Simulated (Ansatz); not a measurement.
Wanted: the native input for an Ansatz 0.2.0 run.

```yaml
Task: band structure
Functional: SVWN5
Potentials_or_basis: Ansatz PAW
Cutoff: "420 eV (not typed: the program's choice for these potentials)"
k_mesh: 7 × 7 × 4
Occupations: fermi-dirac, width 0.05 eV
Spin: no spin polarisation
Path: "[[\"G\", \"M\", \"K\", \"G\", \"A\", \"L\", \"H\", \"A\"], [\"L\", \"M\"], [\"K\", \"H\"]]"
Points_for_each_segment_of_the_path: 14
```

Crystal: CdSe (Cadmoselite).

```xyz
4
Lattice="4.3000 0.0000 0.0000 -2.1500 3.7239 0.0000 0.0000 0.0000 7.0200" Properties=species:S:1:pos:R:3 pbc="T T T"
Cd    2.1500    1.2413    3.5100
Cd    0.0000    2.4826    0.0000
Se    2.1500    1.2413    6.2127
Se    0.0000    2.4826    2.7027
```

These files were run (other wordings do the same):

input.yaml

```yaml
crystal:
  lattice:
    - [4.3, 0.0, 0.0]
    - [-2.15, 3.7239092363, 0.0]
    - [0.0, 0.0, 7.02]
  atoms:
    - { symbol: Cd, position: [0.6666666667, 0.3333333333, 0.5] }
    - { symbol: Cd, position: [0.3333333333, 0.6666666667, 0.0] }
    - { symbol: Se, position: [0.6666666667, 0.3333333333, 0.885] }
    - { symbol: Se, position: [0.3333333333, 0.6666666667, 0.385] }
hamiltonian:
  xc: { exchange: slater, correlation: vwn5 }
  pseudopotentials: { kind: paw }
kpoints:
  mp_grid: { grid: [7, 7, 4] }
  band_path:
    path:
      - [[0.0, 0.0, 0.0], [0.5, 0.0, 0.0], [0.3333333333, 0.3333333333, 0.0], [0.0, 0.0, 0.0], [0.0, 0.0, 0.5], [0.5, 0.0, 0.5], [0.3333333333, 0.3333333333, 0.5], [0.0, 0.0, 0.5]]
      - [[0.5, 0.0, 0.5], [0.5, 0.0, 0.0]]
      - [[0.3333333333, 0.3333333333, 0.0], [0.3333333333, 0.3333333333, 0.5]]
    npoints: 14
scf:
  occupations: { method: fermi_dirac, width: 0.05 }
  n_extra_bands: 10
output:
  forces: true
  stress: true
  eigenvalues: true
  fatbands: false
```

Potentials or basis: Ansatz PAW.

Run with:

```sh
$ ansatz run input.yaml --threads 2 --pin off --max-ram 5120MiB --backend cpu --events-out ev --progress --plain --runs-dir out
```

It gave:

```yaml
Pressure: -1.8 GPa
Largest_force: 0.253 eV/Å
Band_gap_on_the_k_mesh: 0.43 eV, direct
Band_gap_along_the_path: 0.43 eV, direct
```

Caveat: the PAW data sets come from PBE, with cores solved anew for the run's functional, which leaves a small shift of forces and pressure.

Run time: 12 s on 2 threads of Intel(R) Xeon(R) Platinum 8488C (Sapphire Rapids), with other jobs on the host, peak memory 0.68 GiB.
